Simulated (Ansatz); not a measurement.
# GaSb: equation of state with PBEsol+D3(BJ)

Crystal: GaSb.

```xyz
2
Lattice="0.0000 3.0590 3.0590 3.0590 0.0000 3.0590 3.0590 3.0590 0.0000" Properties=species:S:1:pos:R:3 pbc="T T T"
Sb    4.5885    4.5885    4.5885
Ga    0.0000    0.0000    0.0000
```

| Quantity | Value |
| --- | --- |
| Program | Ansatz 0.2.0 |
| Task | equation of state |
| Functional | PBEsol |
| Dispersion | D3(BJ) |
| Potentials or basis | Ansatz PAW |
| Cutoff | 420 eV |
| Density cutoff | 1680 eV |
| k mesh | 8 × 8 × 8 |
| Occupations | fermi-dirac, width 0.05 eV |
| Spin | no spin polarisation |

```yaml
Equilibrium_volume: 27.56 Å³/atom
Bulk_modulus: 56 GPa
Pressure_derivative_of_the_bulk_modulus: 4.5
```

Energy against volume, from the lowest point:
```
volume (Å³/atom)  energy (meV/atom)
          26.907               2.80
          27.480               0.00
          28.052               1.46
          28.625               6.66
          29.197              15.17
          29.770              26.69
          30.342              40.89
```

All runs of the series together: 12 s on 2 threads of Arm Neoverse V1 (shared host).

The run has no spin-orbit coupling, so splittings on Sb are missing.
